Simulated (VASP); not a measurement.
# GaP (F-43m) in VASP: a series of runs

Runs on GaP. Level: PBE. Tasks: single point, relaxation of cell and atoms.

Program: VASP 6.6.1. These are calculated values, not measurements. Logs are shortened: lines on timing, memory, paths and dates and some standing lists are left out, and cuts for length are marked.

**Experimental background.**

“Stacking defects in GaP nanowires: Electronic structure and optical properties”, 2018, arxiv:1810.01194 quotes, for a bulk crystal of GaP at 10 K: band gap 2.34 eV (indirect).

How close the calculation comes is told below.

### Step 1. The crystal as given

It takes space group F-43m (No. 216, cubic). The conventional cell has a = 5.505 Å, b = 5.505 Å, c = 5.505 Å, α = 90.00°, β = 90.00°, γ = 90.00°. Ga (site symmetry -43m) has 4 P at 2.38 Å as nearest neighbours. P (site symmetry -43m) is surrounded by 4 Ga at 2.38 Å.

### Step 2. Single point, PBE

Contents of INCAR:

```
  ALGO = Normal
  EDIFF = 1E-6
  ENCUT = 520
  GGA = PE
  ISIF = 2
  ISMEAR = 0
  LASPH = T
  LCHARG = T
  LELF = T
  LREAL = F
  LVHAR = T
  LWAVE = F
  NBANDS = 16
  NELM = 100
  PREC = Accurate
  SIGMA = 0.01
```

Contents of KPOINTS:

```
k-points
0
Gamma
  8 8 8
```

Contents of POSCAR:

```
GaP
1.0
    0.0000000000      2.7525369286      2.7525369286
    2.7525369286      0.0000000000      2.7525369286
    2.7525369286      2.7525369286      0.0000000000
Ga P
1 1
Direct
    0.0000000000      0.0000000000      0.0000000000
    0.2500000000      0.2500000000      0.2500000000
```

Potentials or basis: VASP PAW PBE potentials, release 64 (Ga_d, P).

The run is started by

```sh
cat potpaw_PBE.64/Ga_d/POTCAR potpaw_PBE.64/P/POTCAR > POTCAR
mpirun -np 1 vasp_std > vasp.out
```

OUTCAR:

```text
EDIFF = 1E-6
   ENCUT = 520
   GGA = PE
   ISIF = 2
   ISMEAR = 0
   LASPH = T
   LREAL = F
   NELM = 100
   PREC = Accurate

 ion  position               nearest neighbor table
   1  0.000  0.000  0.000-   2 2.38   2 2.38   2 2.38   2 2.38
   2  0.250  0.250  0.250-   1 2.38   1 2.38   1 2.38   1 2.38

  LATTYP: Found a face centered cubic cell.
 ALAT       =     5.5050738572

  Lattice vectors:

 A1 = (   0.0000000000,   2.7525369286,   2.7525369286)
 A2 = (   2.7525369286,   0.0000000000,   2.7525369286)
 A3 = (   2.7525369286,   2.7525369286,   0.0000000000)

Analysis of symmetry for initial positions (statically):
=====================================================================
 Subroutine PRICEL returns:
 Original cell was already a primitive cell.

 Routine SETGRP: Setting up the symmetry group for a
 face centered cubic supercell.

 Subroutine GETGRP returns: Found 24 space group operations
 (whereof 24 operations were pure point group operations)
 out of a pool of 48 trial point group operations.

The static configuration has the point symmetry T_d .

Analysis of symmetry for dynamics (positions and initial velocities):
=====================================================================
 Subroutine PRICEL returns:
 Original cell was already a primitive cell.

 Routine SETGRP: Setting up the symmetry group for a
 face centered cubic supercell.

 Subroutine GETGRP returns: Found 24 space group operations
 (whereof 24 operations were pure point group operations)
 out of a pool of 48 trial point group operations.

The dynamic configuration has the point symmetry T_d .

 Subroutine INISYM returns: Found 24 space group operations
 (whereof 24 operations are pure point group operations),
 and found     1 'primitive' translations

----------------------------------------------------------------------------------------

                                     Primitive cell

  volume of cell :      41.7090

  direct lattice vectors                    reciprocal lattice vectors
     0.000000000  2.752536929  2.752536929    -0.181650606  0.181650606  0.181650606
     2.752536929  0.000000000  2.752536929     0.181650606 -0.181650606  0.181650606
     2.752536929  2.752536929  0.000000000     0.181650606  0.181650606 -0.181650606

  length of vectors
     3.892675055  3.892675055  3.892675055     0.314628078  0.314628078  0.314628078

[... 74 lines left out ...]
   ISPIN  =      1    spin polarized calculation?
   LNONCOLLINEAR =      F non collinear calculations
   LSORBIT =      F    spin-orbit coupling
   LASPH  =      T    aspherical Exc in radial PAW
   ENCUT  =  520.0 eV  38.22 Ry    6.18 a.u.   7.24  7.24  7.24*2*pi/ulx,y,z
   NELM   =    100;   NELMIN=  2; NELMDL= -5     # of ELM steps
   EDIFF  = 0.1E-05   stopping-criterion for ELM
   LREAL  =      F    real-space projection
   EDIFFG = 0.1E-04   stopping-criterion for IOM
   NSW    =      0    number of steps for IOM
   IBRION =     -1    ionic relax: 0-MD 1-quasi-New 2-CG
   NFREE  =      0    steps in history (QN), initial steepest desc. (CG)
   ISIF   =      2    stress and relaxation
   ISYM   =      2    0-nonsym 1-usesym 2-fastsym
   POTIM  = 0.5000    time-step for ionic-motion
   TEBEG  =    0.0;   TEEND  =   0.0 temperature during run
   PSTRESS=    0.0 pullay stress
   NELECT =      18.0000    total number of electrons
   NUPDOWN=      -1.0000    fix difference up-down
   EMIN   =  10.00;   EMAX   =-10.00  energy-range for DOS
   EFERMI =   0.00;   METHOD = LEGACY
   ISMEAR =     0;   SIGMA  =   0.01  broadening in eV -4-tet -1-fermi 0-gaus
   EFERMI_NEDOS =   21; number of points for ismear=-14 and -15
   IALGO  =     38    algorithm
   IMIX   =      4    mixing-type and parameters
     AMIX     =   0.40;   BMIX     =  1.00
     AMIX_MAG =   1.60;   BMIX_MAG =  1.00
  volume/ion in A,a.u.               =      20.85       140.73
  Fermi-wavevector in a.u.,A,eV,Ry     =   1.237150  2.337875 20.824277  1.530541
  Thomas-Fermi vector in A             =   2.371729
   LORBIT       =      0    0 simple, 1 ext, 2 COOP (PROOUT), +10 PAW based schemes
   GGA     = PE    functional components
   LHFCALC =     F    Hartree Fock is set to
   AEXX    =    0.0000 exact exchange contribution
   IVDW    =     0    specifies the selected vdW correction
   LEPSILON=     F    determine dielectric tensor
   LRPA    =     F    only Hartree local field effects (RPA)
 non-spin polarized calculation
 Gauss-broadening in eV      SIGMA  =   0.01
  energy-cutoff  :      520.00
  volume of cell :       41.71
 maximum number of plane-waves:      1158
 NGX is ok and might be reduce to    30
   NGX = 15   NGY = 15   NGZ = 15

 number of electron      18.0000003 magnetization

 Free energy of the ion-electron system (eV)
  ---------------------------------------------------
  ext. energy  EPLUGINS =         0.00000000
  ---------------------------------------------------
  free energy    TOTEN  =        -9.12558086 eV

  energy without entropy =       -9.12558086  energy(sigma->0) =       -9.12558086

 E-fermi :   4.4147     XC(G=0):  -9.6975

 val. band max:        4.3519938611   @ k =   0.0000   0.0000   0.0000
 cond. band min:       5.9320050635   @ k =   0.0000   0.0000   0.0000
 fundamental gap:      1.5800112024
 Fermi energy:         4.4146964150

 k-point     1 :       0.0000    0.0000    0.0000
  band No.  band energies     occupation
      1     -10.1517      2.00000
      2     -10.1517      2.00000
      3     -10.1517      2.00000
      4     -10.0608      2.00000
      5     -10.0608      2.00000
      6      -7.9190      2.00000
[... 433 lines left out ...]
      3     -10.1127      2.00000
      4     -10.0652      2.00000
      5     -10.0541      2.00000
      6      -5.5607      2.00000
[... 8 lines left out ...]
     15      16.2470      0.00000
     16      16.6890      0.00000

 [... further k-points ...]
[... 5 lines left out ...]
  --------------------------------------------------------------------------------------
  -------------------------------------------------------------------------------------
  Total       -0.0064712     -0.0064712     -0.0064712      0.0000000     -0.0000000      0.0000000
  in kB       -0.2485806     -0.2485806     -0.2485806      0.0000000     -0.0000000      0.0000000
  external PRESSURE =      -0.2485806 kB  Pullay stress =       0.0000000 kB

 VOLUME and BASIS-vectors are now :
 -----------------------------------------------------------------------------
  energy-cutoff  :      520.00
  volume of cell :       41.71
      direct lattice vectors                 reciprocal lattice vectors
     0.000000000  2.752536929  2.752536929    -0.181650606  0.181650606  0.181650606
     2.752536929  0.000000000  2.752536929     0.181650606 -0.181650606  0.181650606
     2.752536929  2.752536929  0.000000000     0.181650606  0.181650606 -0.181650606

 POSITION                                       TOTAL-FORCE (eV/Angst)
 -----------------------------------------------------------------------------------
      0.00000      0.00000      0.00000         0.000000      0.000000      0.000000
      1.37627      1.37627      1.37627        -0.000000     -0.000000     -0.000000
 -----------------------------------------------------------------------------------
    total drift:                                0.000002      0.000002      0.000002

  FREE ENERGIE OF THE ION-ELECTRON SYSTEM (eV)
  ---------------------------------------------------
  free  energy   TOTEN  =        -9.1255808562 eV

  energy  without entropy=       -9.1255808562  energy(sigma->0) =       -9.12558086
```

OSZICAR:

```text
N       E                     dE             d eps       ncg     rms          rms(c)
DAV:   1     0.821091014487E+02    0.82109E+02   -0.88844E+03   944   0.155E+03
DAV:   2    -0.301516943891E+01   -0.85124E+02   -0.80688E+02  1040   0.315E+02
DAV:   3    -0.928442765387E+01   -0.62693E+01   -0.62504E+01  1120   0.653E+01
DAV:   4    -0.938463699003E+01   -0.10021E+00   -0.10018E+00  1152   0.911E+00
DAV:   5    -0.938651277888E+01   -0.18758E-02   -0.18757E-02  1208   0.110E+00    0.411E+00
DAV:   6    -0.914950035774E+01    0.23701E+00   -0.37704E-01  1400   0.101E+01    0.270E+00
DAV:   7    -0.912468865826E+01    0.24812E-01   -0.89745E-02  1272   0.196E+00    0.109E+00
DAV:   8    -0.912502673717E+01   -0.33808E-03   -0.12912E-02  1104   0.136E+00    0.174E-01
DAV:   9    -0.912542962879E+01   -0.40289E-03   -0.13043E-03  1200   0.506E-01    0.818E-02
DAV:  10    -0.912550689865E+01   -0.77270E-04   -0.11255E-04  1408   0.109E-01    0.412E-02
DAV:  11    -0.912558122129E+01   -0.74323E-04   -0.10255E-04  1104   0.830E-02    0.500E-03
DAV:  12    -0.912558085623E+01    0.36507E-06   -0.28343E-06  1112   0.215E-02
   1 F= -.91255809E+01 E0= -.91255809E+01  d E =-.278140E-21
```

stdout:

```text
POSCAR found type information on POSCAR GaP
 POSCAR found :  2 types and       2 ions
 scaLAPACK will be used
 LDA part: xc-table for (Slater+PW92), standard interpolation
 POSCAR, INCAR and KPOINTS ok, starting setup
 FFT: planning ... GRIDC
 FFT: planning ... GRID_SOFT
 FFT: planning ... GRID
 WAVECAR not read
 entering main loop
```

It took 22 s on 1 thread of Intel Xeon Platinum 8488C (Sapphire Rapids), shared host; peak memory 0.17 GiB.

Results:

```yaml
Free_energy: -9.1256 eV
Pressure: 0.0 GPa
Band_gap_on_the_k_mesh: 1.58 eV, direct
```

Levels at points of the mesh, in eV from the valence-band top:
```csv
k point,band 6,band 7,band 8,band 9,band 10,band 11,band 12,band 13
"(0.00, 0.00, 0.00)",-12.27,0.00,0.00,0.00,1.58,3.90,3.90,3.90
"(0.50, 0.00, 0.00)",-10.30,-6.46,-1.07,-1.07,1.58,4.73,4.73,8.23
"(0.50, 0.50, 0.00)",-9.44,-6.61,-2.58,-2.58,1.72,1.85,10.37,10.37
```

### Step 3. Relaxation of cell and atoms, PBE

This run uses another cell than the first one, of 20.24 Å³/atom, 0.971 times its volume.

Contents of INCAR:

```
SYSTEM = GaP
ALGO = Fast
EDIFF = 1E-7
EDIFFG = -0.01
ENCUT = 600
GGA = PE
IBRION = 2
ISIF = 3
ISMEAR = 0
LASPH = .TRUE.
LCHARG = .FALSE.
LREAL = .FALSE.
LWAVE = .FALSE.
NELM = 100
NSW = 80
PREC = Accurate
SIGMA = 0.01
```

Contents of KPOINTS:

```
k-points
0
G
  8 8 8
  0 0 0
```

Contents of POSCAR:

```
GaP
1.0
    0.0000000000      2.7252500000      2.7252500000
    2.7252500000      0.0000000000      2.7252500000
    2.7252500000      2.7252500000      0.0000000000
Ga P
1 1
Direct
    0.0000000000      0.0000000000      0.0000000000
    0.2500000000      0.2500000000      0.2500000000
```

Potentials or basis: VASP PAW PBE potentials, release 64 (Ga_d, P).

The run is started by

```sh
cat potpaw_PBE.64/Ga_d/POTCAR potpaw_PBE.64/P/POTCAR > POTCAR
mpirun -np 1 vasp_std > vasp.out
```

Run time: 52 s. Hardware: 1 thread of Intel Xeon Platinum 8488C (Sapphire Rapids), shared host; peak memory 0.18 GiB.

It converged, with:

| Property | Result |
| --- | --- |
| Free energy | -9.1253 eV |
| Relaxed volume | 20.86 Å³/atom |
| Relaxed cell | a = 3.893 Å, b = 3.893 Å, c = 3.893 Å, α = 60.00°, β = 60.00°, γ = 60.00° |
| Space group after relaxing (to 0.05 Å) | F-43m (No. 216) |
| Energy gained by relaxing | 4.6 meV/atom |
| Ionic steps | 3 |
| Pressure after relaxing | 0.0 GPa |
| Band gap on the k mesh | 1.58 eV, direct |

Step by step:
```
step  energy change (eV)  largest force (eV/Å)  pressure (GPa)  volume (Å³)
   1              0.0000                0.0000            2.48        40.48
   2             -0.0070                0.0000           -1.06        42.35
   3             -0.0092                0.0000            0.02        41.71
```

Final structure:
```xyz
2
Lattice="0.0000 2.7526 2.7526 2.7526 0.0000 2.7526 2.7526 2.7526 0.0000" Properties=species:S:1:pos:R:3 pbc="T T T"
Ga    0.0000    0.0000    0.0000
P     1.3763    1.3763    1.3763
```

Levels at points of the mesh, in eV from the valence-band top:
| k point | band 5 | band 6 | band 7 | band 8 | band 9 | band 10 | band 11 | band 12 | band 13 |
| --- | --- | --- | --- | --- | --- | --- | --- | --- | --- |
| (0.00, 0.00, 0.00) | -14.41 | -12.27 | 0.00 | 0.00 | 0.00 | 1.58 | 3.90 | 3.90 | 3.90 |
| (0.50, 0.00, 0.00) | -14.41 | -10.30 | -6.46 | -1.07 | -1.07 | 1.58 | 4.73 | 4.73 | 8.23 |
| (0.50, 0.50, 0.00) | -14.39 | -9.44 | -6.61 | -2.58 | -2.58 | 1.72 | 1.85 | 10.37 | 10.38 |

### Step 4. Against experiment

Step 2. A measured gap of GaP is 2.34 eV (indirect; 10 K; quoted in “Stacking defects in GaP nanowires: Electronic structure and optical properties”, 2018, arxiv:1810.01194); the calculated 1.58 eV misses it by -0.76 eV. Spin-orbit coupling on Ga is left out. The value is that of PBE on a finite k mesh, which can miss the band edges, without temperature or zero-point motion. Semilocal functionals fall short of measured gaps as a rule.
